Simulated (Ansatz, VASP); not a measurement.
RbBr in VASP and in Ansatz

Contents of INCAR:

```
SYSTEM = RbBr
PREC     = Accurate       ! precision mode
ENCUT    = 520            ! plane-wave cutoff, eV
EDIFF    = 1E-6           ! SCF threshold, eV
ISMEAR   = 0              ! smearing method
SIGMA    = 0.05           ! smearing width, eV
LREAL    = .False.        ! projectors in reciprocal space
LASPH    = .True.         ! aspherical terms in the spheres
NELM     = 60             ! most SCF steps
ALGO     = Normal         ! electronic algorithm
ISIF     = 2              ! what is computed and relaxed
LWAVE    = .False.        ! write WAVECAR
LCHARG   = .True.         ! write CHGCAR
GGA      = PS             ! functional
LELF     = .True.         ! ELF
LVHAR    = .True.       
NBANDS   = 15             ! bands
```

KPOINTS

```
Automatic mesh
0
Gamma
  6 6 6
  0 0 0
```

POSCAR

```
RbBr
1.0
    3.9614953456      0.0000000000      0.0000000000
    0.0000000000      3.9614953456      0.0000000000
    0.0000000000      0.0000000000      4.0701688540
Rb Br
1 1
Direct
   -0.0198457406      0.0000000000      0.0000000000
    0.5212276205      0.5000000000      0.5000000000
```

Input for Ansatz:

```yaml
crystal:
  lattice:
    - [3.9614953456, 0.0, 0.0]
    - [0.0, 3.9614953456, 0.0]
    - [0.0, 0.0, 4.070168854]
  atoms:
    - { symbol: Rb, position: [-0.0198457406, 0.0, 0.0] }
    - { symbol: Br, position: [0.5212276205, 0.5, 0.5] }
basis:
  ecutwfc: 420
kpoints:
  mp_grid: { grid: [6, 6, 6] }
hamiltonian:
  xc: pbesol
scf:
  occupations: { method: gaussian, width: 0.05 }
output:
  forces: true
  stress: true
  eigenvalues: true
```

Change from the starting cell: mode 4 frozen in at -0.086 Å, equal normal strain along x and y -0.0267.

Alike in both runs: task single point; functional PBEsol; k mesh 6 × 6 × 6; occupations gaussian, width 0.05 eV; no spin polarisation.

|  | VASP | Ansatz |
| --- | --- | --- |
| version | VASP 6.6.1 | Ansatz 0.2.0 |
| potentials or method | VASP PAW PBE potentials, release 64 (Rb_sv, Br) | scalar-relativistic, plane waves, PAW |
| plane-wave cutoff (eV) | 520 | 420 |
| valence electrons in the cell | 16 | 16 |

```csv
,VASP,Ansatz,Ansatz less VASP
gap on the k mesh at the Fermi level (eV),4.19,4.19,+0.003
least direct gap on the mesh (eV),4.34,4.34,+0.002
pressure (GPa),1.3,1.3,-0.05
largest component of the traceless stress (GPa),0.53,0.53,+0.001
rms of the force components (eV/Å),0.111,0.110,-0.0018
```

Atom by atom the forces differ by 0.002 eV/Å (rms over components).

Caveats: the PAW data sets were made with another functional, which shifts forces and pressure a little (VASP). A k mesh can miss the band edges.
